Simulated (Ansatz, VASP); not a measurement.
CdSe: VASP beside Ansatz

The input INCAR:

```
  PREC = Accurate
  ENCUT = 520
  EDIFF = 1E-7
  ISMEAR = 0
  SIGMA = 0.05
  LREAL = False
  LASPH = True
  NELM = 100
  ALGO = Normal
  ISIF = 2
  LWAVE = False
  LCHARG = False
  GGA = PS
  NBANDS = 16
```

File KPOINTS:

```
regular mesh
0
Gamma
  10 10 10
```

Contents of POSCAR:

```
CdSe
1.0
   -0.3345440567      3.1933750868      3.0413096065
    3.0413096065     -0.3345440567      3.0413096065
    2.7067655498      2.8588310301      0.0000000000
Cd Se
1 1
Direct
    0.0000000000      0.0000000000      0.0000000000
    0.7500000000      0.7500000000      0.7500000000
```

Input for Ansatz:

```yaml
crystal:
  lattice:
    - [-0.3345440567, 3.1933750868, 3.0413096065]
    - [3.0413096065, -0.3345440567, 3.0413096065]
    - [2.7067655498, 2.8588310301, 0.0]
  atoms:
    - { symbol: Cd, position: [0.0, 0.0, 0.0] }
    - { symbol: Se, position: [0.75, 0.75, 0.75] }
basis:
  ecutwfc: 420
kpoints:
  mp_grid: { grid: [10, 10, 10] }
hamiltonian:
  xc: pbesol
scf:
  occupations: { method: gaussian, width: 0.05 }
output:
  forces: true
  stress: true
  eigenvalues: true
```

Change from the starting cell: engineering shear strain xz -0.2200, normal strain along z +0.0500.

Alike in both runs: task single point; functional PBEsol; k mesh 10 × 10 × 10; occupations gaussian, width 0.05 eV; no spin polarisation.

|  | VASP | Ansatz |
| --- | --- | --- |
| version | VASP 6.6.1 | Ansatz 0.2.0 |
| potentials or method | VASP PAW PBE potentials, release 64 (Cd, Se) | scalar-relativistic, plane waves, PAW |
| plane-wave cutoff (eV) | 520 | 420 |
| valence electrons in the cell | 18 | 36 |

Ansatz gave:

- gap on the k mesh at the Fermi level (eV): 0.19
- least direct gap on the mesh (eV): 0.19
- pressure (GPa): 1.0
- largest component of the traceless stress (GPa): 8.50
- rms of the force components (eV/Å): 0.671

Which values does VASP return?

gap on the k mesh at the Fermi level (eV): 0.19; least direct gap on the mesh (eV): 0.19; pressure (GPa): 1.4; largest component of the traceless stress (GPa): 8.73; rms of the force components (eV/Å): 0.704.

Atom by atom the forces differ by 0.033 eV/Å (rms over components). The functional is the same, so the differences come from potentials, cutoffs and numerics. The two sets of potentials don't hold the same shells in valence.

Caveats: the PAW data sets were made with another functional, which shifts forces and pressure a little (VASP).
